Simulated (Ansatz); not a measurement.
# GaN (Fm-3m): how the settings move a single-point run

Aim: see which settings change the result for GaN (Fm-3m), by how much, and at what cost.

Method: reference: DFT PBE, scalar-relativistic, plane waves, PAW, in Ansatz 0.2.0.

2 further runs of the same task are left out: 1 that didn't finish, 1 set aside as unsound or not needed. Runs told in other sessions of the task aren't counted.

### Step 1. The starting structure

The structure is cubic, space group Fm-3m (No. 225). The conventional cell has a = 3.985 Å, b = 3.985 Å, c = 3.985 Å, α = 90.00°, β = 90.00°, γ = 90.00°. Ga (site symmetry m-3m) has 6 N at 1.99 Å in its first shell of neighbours. Around N (site symmetry m-3m) lie 6 Ga at 1.99 Å.

As a file:

```cif
data_structure
_symmetry_space_group_name_H-M 'Fm-3m'
_symmetry_Int_Tables_number 225
_cell_length_a 3.9850
_cell_length_b 3.9850
_cell_length_c 3.9850
_cell_angle_alpha 90.000
_cell_angle_beta 90.000
_cell_angle_gamma 90.000
_cell_volume 63.28
loop_
_atom_site_label
_atom_site_type_symbol
_atom_site_symmetry_multiplicity
_atom_site_Wyckoff_symbol
_atom_site_fract_x
_atom_site_fract_y
_atom_site_fract_z
_atom_site_occupancy
Ga1 Ga 4 b 0.50000 0.00000 0.00000 1
N1 N 4 a 0.00000 0.00000 0.00000 1
```

### Step 2. The reference run

File input.yaml:

```yaml
crystal:
  lattice:
    - [0.0, 1.9925010849, 1.9925010849]
    - [1.9925010849, 0.0, 1.9925010849]
    - [1.9925010849, 1.9925010849, 0.0]
  atoms:
    - { symbol: Ga, position: [0.5, 0.5, 0.5] }
    - { symbol: "N", position: [0.0, 0.0, 0.0] }
basis:
  ecutwfc: 420
  ecutrho_ratio: 4
kpoints:
  mp_grid: { grid: [10, 10, 10] }
hamiltonian:
  xc: pbe
scf:
  occupations: { method: gaussian, width: 0.05 }
output:
  forces: true
  stress: true
  eigenvalues: true
```

Command:

```
ansatz run input.yaml --threads 4 --pin off --max-ram 8192MiB --backend cpu --events-out ev --progress --plain --runs-dir out
```

### Step 3. Changed: pseudopotentials.kind paw, pseudopotentials.source jth, occupations.method cold, occupations.width 0.001

input.yaml, as its differences from that of step 2:

```diff
@@ -15,4 +15,5 @@
   xc: pbe
+  pseudopotentials: { kind: paw, source: jth }
 scf:
-  occupations: { method: gaussian, width: 0.05 }
+  occupations: { method: cold, width: 0.001 }
 output:
@@ -20,2 +21 @@
   stress: true
-  eigenvalues: true
```

### Step 4. Changing settings: preconditioner local_kerker

input.yaml, as its differences from that of step 2:

```diff
@@ -17,2 +17,3 @@
   occupations: { method: gaussian, width: 0.05 }
+  mixing: { preconditioner: local_kerker }
 output:
@@ -20,2 +21 @@
   stress: true
-  eigenvalues: true
```

Before running it: what results should come out? Wanted: for each run, ending; energy change; pressure; gap; force.

The runs gave:

| run | ending | energy change | pressure (GPa) | gap (eV) | force (eV/Å) | cycles | time |
| --- | --- | --- | --- | --- | --- | --- | --- |
| reference | converged | 0 | 69.1 | 1.83 | 0.00 | 6 | 0.34 s |
| 1: pseudopotentials.kind paw, pseudopotentials.source jth, occupations.method cold, occupations.width 0.001 | converged | not comparable | 69.9 | 1.78 | 0.00 | 7 | 0.33 s |
| 2: preconditioner local_kerker | converged | 0.0 meV/atom | 69.1 | 1.83 | 0.00 | 6 | 0.33 s |

Residual by cycle in the longest SCF loop of each run; runs are numbered as in the table. The quantity is the density residual dr2, in eV.

```
cycle  reference    run 1    run 2
    1    0.00127     1.86  0.00127
    2     7.3e-5    0.139   2.0e-4
    3     1.5e-5   0.0181   2.9e-5
    4     1.0e-6  0.00123   3.3e-6
    5     5.8e-8   1.6e-5   2.8e-8
    6    9.8e-10   6.5e-7   2.4e-9
    7          -   4.6e-9        -
```

«preconditioner local_kerker» leaves the energy as it was. Run 1 ran under the cutoff that the potentials recommend, as the log warns, so basis error is mixed into its values, and swamps them where the cutoff is far short. The structure is not at rest: the sound run finds 69 GPa, so these are no properties of the relaxed crystal. 

These are semilocal Kohn-Sham gaps, which aren't the measured quantity. Such gaps usually fall short of the measured ones.
